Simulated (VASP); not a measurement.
Runs of VASP 6.6.1 on AgCl (Chlorargyrite). The structure is cubic, space group Fm-3m (No. 225). The conventional cell has a = 5.470 Å, b = 5.470 Å, c = 5.470 Å, α = 90.00°, β = 90.00°, γ = 90.00°. Ag (site symmetry m-3m) is surrounded by 6 Cl at 2.73 Å. Cl (site symmetry m-3m) has 6 Ag at 2.73 Å as nearest neighbours. 

| task | level | potentials or basis | spin | cell | k mesh | cutoff (eV) | smearing | gap on the mesh (eV) | pressure (GPa) |
| --- | --- | --- | --- | --- | --- | --- | --- | --- | --- |
| relaxation of cell and atoms | PW91 | VASP PAW PBE potentials, release 54 (Ag, Cl) | SOC, no magnetisation | relaxed | 6 × 6 × 6 | 600 | gaussian 0.05 eV | - | 0.0 |
| optical spectrum | r2SCAN+D3(BJ) | VASP PAW PBE potentials, release 64 (Ag, Cl_h) | SOC, no magnetisation | as given | 6 × 6 × 6 | 900 | gaussian 0.01 eV | - | (b) |
| single point | revPBE+dDsC | VASP PAW PBE potentials, release 64 (Ag, Cl) | off | as given | 8 × 8 × 8 | 520 | fermi-dirac 0.02 eV | 1.03 | (a) |
| single point | LDA | VASP PAW LDA potentials, release 64 (Ag, Cl) | off | as given | 8 × 8 × 8 | 500 | gaussian 0.02 eV | 0.64 | -3.8 |

Task: Fill in the values left out.

Result: (a) 0.5; (b) 1.0.

Caveats: the PAW data sets were made with another functional, which shifts forces and pressure a little (some runs); spectra need much finer meshes, so this one isn't converged (some runs); independent-particle spectra lack excitons (some runs).

A k mesh can miss the band edges, and rows without SOC leave out spin-orbit coupling on Ag.
